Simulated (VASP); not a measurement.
Te2Pt: relaxation of the atoms with PBE+D3(BJ)

Slab: Te2Pt, a slab with vacuum.

```xyz
6
Lattice="4.0478 0.0000 0.0000 -2.0239 3.5055 0.0000 0.0000 0.0000 22.8214" Properties=species:S:1:pos:R:3 pbc="T T T"
Te    2.0239    1.1685    7.5000
Te    0.0000    2.3370   10.2207
Te    2.0239    1.1685   12.6006
Te    0.0000    2.3370   15.3214
Pt    0.0000    0.0000    8.8604
Pt    0.0000    0.0000   13.9610
```

```yaml
Program: VASP 6.6.1
Task: relaxation of the atoms
Functional: PBE
Dispersion: D3(BJ)
Potentials_or_basis: VASP PAW PBE potentials, release 64 (Te, Pt)
Cutoff: 520 eV
k_mesh: 12 × 12 × 1
Occupations: methfessel-paxton, width 0.1 eV
Spin: no spin polarisation
Dipole_correction: yes
Further_INCAR_settings: ALGO = Normal; EDIFF = 1e-06; IBRION = 2; EDIFFG = -0.02; NSW = 80
```

```
Energy gained by relaxing    : 1.2 meV/atom
Ionic steps                  : 3
Largest force after relaxing : 0.018 eV/Å
Band gap on the k mesh       : none (metal or under the smearing width)
Dispersion energy per atom   : -0.445 eV
```

Forces on the atoms (eV/Å):
```
Te   0.000  0.000 -0.018
Te   0.000  0.000  0.002
Te   0.000  0.000 -0.002
Te   0.000  0.000  0.018
Pt   0.000  0.000 -0.008
Pt   0.000  0.000  0.008
```

Step by step:
```tsv
step	energy change (eV)	largest force (eV/Å)	pressure (GPa)
1	0.0000	0.2814	-0.37
2	-0.0071	0.0388	-0.42
3	-0.0073	0.0179	-0.43
```

Final structure:
```xyz
6
Lattice="4.0478 0.0000 0.0000 -2.0239 3.5055 0.0000 0.0000 0.0000 22.8214" Properties=species:S:1:pos:R:3 pbc="T T T"
Te    2.0239    1.1685    7.4905
Te    0.0000    2.3370   10.2125
Te    2.0239    1.1685   12.6089
Te    0.0000    2.3370   15.3308
Pt    0.0000    0.0000    8.8762
Pt    0.0000    0.0000   13.9452
```

Levels at points of the mesh, in eV from the Fermi level:
```csv
k point,band 18,band 19,band 20,band 21,band 22,band 23,band 24,band 25,band 26
"(0.00, 0.00, 0.00)",-1.10,-1.10,-0.63,-0.63,0.29,1.23,1.23,1.90,1.90
"(0.50, 0.00, 0.00)",-3.21,-3.09,-2.68,-2.57,-1.42,0.56,0.81,1.37,1.97
```

Run time: 110 s on 2 MPI ranks on Intel(R) Xeon(R) 6975P-C (Granite Rapids) (shared host), peak memory 0.51 GiB a rank.

Spin-orbit coupling is left out, which matters for the levels of Pt, Te.
